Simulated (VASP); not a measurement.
A run of VASP 6.6.1 is set up as follows.

INCAR

```
PREC = Accurate
ENCUT = 600
EDIFF = 1E-7
ISMEAR = -1
SIGMA = 0.05
LREAL = F
LASPH = T
NELM = 100
ALGO = Normal
ISIF = 3
LWAVE = F
LCHARG = F
GGA = PE
IVDW = 12
IBRION = 2
NSW = 40
EDIFFG = -0.02
```

File KPOINTS:

```
Automatic mesh
0
Gamma
  8 8 8
```

File POSCAR:

```
HgSe
1.0
    0.0000000000      3.0390000000      3.0390000000
    3.0390000000      0.0000000000      3.0390000000
    3.0390000000      3.0390000000      0.0000000000
Hg Se
1 1
Direct
    0.0000000000      0.0000000000      0.0000000000
    0.7500000000      0.7500000000      0.7500000000
```

Potentials or basis: VASP PAW PBE potentials, release 64 (Hg, Se).

The run is started by

```bash
$ cat potpaw_PBE.64/Hg/POTCAR potpaw_PBE.64/Se/POTCAR > POTCAR
$ mpirun -np 1 vasp_std > vasp.out
```

(1) Estimate the band gap on the k mesh.

(2) Estimate the relaxed volume.

(3) Estimate the relaxed cell.

(4) What does it give for the space group after relaxing (to 0.05 Å)?

## Answers

(1) none (metal or under the smearing width).

(2) 29.55 Å³/atom.

(3) a = 4.372 Å, b = 4.372 Å, c = 4.372 Å, α = 60.00°, β = 60.00°, γ = 60.00°.

(4) F-43m (No. 216).

Caveat: pairwise dispersion overbinds metals, which lowers pressure and volume.
